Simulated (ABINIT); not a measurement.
The system is WC (Qusongite).

```
W C
1.0
     2.90650    0.00000    0.00000
    -1.45325    2.51710    0.00000
     0.00000    0.00000    2.83660
W C
1 1
Direct
  0.00000 0.00000 0.00000
  0.66667 0.33333 0.50000
```

Base run:

```yaml
Program: ABINIT 10.8.3 (patched build)
Functional: LDA
Potentials_or_basis: JTH PAW LDA v2.0
Cutoff: 544 eV
k_mesh: 10 × 10 × 9
Occupations: fermi-dirac, width 0.05 eV
Spin: no spin polarisation
```

Its results: band gap on the k mesh none (metal or under the smearing width); pressure -10.1 GPa.

Task: The run is repeated on the same cell with these changes: potentials or basis from JTH PAW LDA v2.0 to PseudoDojo NC SR LDA v0.4.1 standard; cutoff from 544 eV to 1116 eV. What comes out?

Result: Band gap on the k mesh none (metal or under the smearing width); pressure -10.5 GPa.

Not every run made on this cell is shown here.
